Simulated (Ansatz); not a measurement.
System: rutile GeO₂. Method: PBE-D4 in Ansatz (plane waves, PAW).

From the output:

```
Relaxation: its limit of steps is 80 (relax.max_steps)
Crystal: 6 atoms, lattice volume = 58.473 Å³
Basis set: ecut = 520 eV, 1575 PW (Γ), exchange–correlation on 72×72×48 points (8 copies of the dense FFT grid, shifted against one another)
Bands: 32, of which v1, the nominal top of the filled ones, is band 26 counted from 1 (25 counted from 0)
Symmetry: 16 space group operations
Space group: P42/mnm (ITA 136), of the structure as read, at distance tolerance 3.9e-5 Å
k-points: 105 of 768
Functional: x = pbe(κ = 0.804, μ = 0.2195149727645171), c = pbe(β = 0.06672455060314922)
SCF iter   1: F=—  HF=-10860.869498 eV  |F-HF|=—  |Δ(HF+E_count)|=         —  Δρ=1.78e-3  dr2=3.60e-4
SCF iter   2: F=—  HF=-10860.868931 eV  |F-HF|=—  |Δ(HF+E_count)|=   5.67e-4  Δρ=9.49e-4  dr2=1.21e-4
  ...
SCF 1 converged in 6 iterations: F = -10860.869406 eV  dr2 = 3.89e-9
Crystal: 6 atoms, lattice volume = 58.473 Å³
Initial density: handed on by an earlier stage of this run
SCF 2 converged in 4 iterations: F = -10860.870169 eV  dr2 = 1.79e-8
Crystal: 6 atoms, lattice volume = 58.473 Å³
Basis set: ecut = 520 eV, 1559 PW (Γ), exchange–correlation on 72×72×48 points (8 copies of the dense FFT grid, shifted against one another)
SCF 3 converged in 4 iterations: F = -10860.871354 eV  dr2 = 2.26e-7
Crystal: 6 atoms, lattice volume = 58.473 Å³
SCF 4 converged in 6 iterations: F = -10860.871350 eV  dr2 = 5.04e-12
Crystal: 6 atoms, lattice volume = 58.473 Å³
SCF 5 converged in 4 iterations: F = -10860.871350 eV  dr2 = 6.82e-11
Crystal: 6 atoms, lattice volume = 58.473 Å³
SCF iter   3: F=—  HF=-10860.871351 eV  |F-HF|=—  |Δ(HF+E_count)|=  5.46e-12  Δρ=2.67e-7  dr2=1.55e-11
SCF iter   4: F=-10860.871351 eV  HF=-10860.871351 eV  |F-HF|=3.64e-12  |Δ(HF+E_count)|=  2.18e-11  Δρ=6.50e-8  dr2=1.36e-12
SCF 6 converged in 4 iterations: F = -10860.871351 eV  dr2 = 1.36e-12
SCF converged after 4 iterations
Free energy (F): -10860.871351 eV
Internal energy: -10860.871351 eV  (E = F + TS)
E sigma→0 (E₀):  -10860.871351 eV
Fermi energy:    10.231643 eV
--- Forces (eV/Å), atoms counted from 1 ---
  atom   1  Ge    -0.00000000     0.00000000     0.00000000
  atom   2  Ge    -0.00000000    -0.00000000     0.00000000
  atom   3  O     -0.00038708    -0.00038708     0.00000000
  atom   4  O     -0.00038708     0.00038708     0.00000000
  atom   5  O      0.00038708    -0.00038708     0.00000000
  atom   6  O      0.00038708     0.00038708     0.00000000
--- Stress (GPa, compression-positive) ---
       -3.943989       0.000000       0.000000
        0.000000      -3.943989       0.000000
        0.000000       0.000000      -3.951767
  P = ⅓ Tr σ = -3.9466 GPa (-39.466 kbar)
```

### Question
Write an input file that could have produced this run (the log leaves some choices open).

### Answer
One answer among several that fit: 
Ansatz 0.2 input:
```yaml
crystal:
  lattice:
    - [4.4770306173, 0.0, 0.0]
    - [0.0, 4.4770306173, 0.0]
    - [0.0, 0.0, 2.9172749548]
  atoms:
    - { symbol: Ge, position: [0.0, 0.0, 0.0] }
    - { symbol: Ge, position: [0.5, 0.5, 0.5] }
    - { symbol: O, position: [0.3063175256, 0.3063175256, 0.0] }
    - { symbol: O, position: [0.8063175256, 0.1936824744, 0.5] }
    - { symbol: O, position: [0.1936824744, 0.8063175256, 0.5] }
    - { symbol: O, position: [0.6936824744, 0.6936824744, 0.0] }
basis:
  ecutwfc: 520
  ecutrho_ratio: 4
  xc_grid: 2
kpoints:
  mp_grid: { grid: [8, 8, 12] }
hamiltonian:
  xc: pbe
  dispersion: d4
  pseudopotentials: { kind: paw }
scf:
  occupations: { method: fermi_dirac, width: 0.01 }
output:
  forces: true
  stress: true
  eigenvalues: true
relax:
  f_tol: 0.004
  escape_saddle: false
  max_steps: 80
  cell: { stress_tol: 0.02, fix: [volume] }
```

The cell is one volume of an energy–volume scan, off the minimum.

Ansatz is a first-principles code.
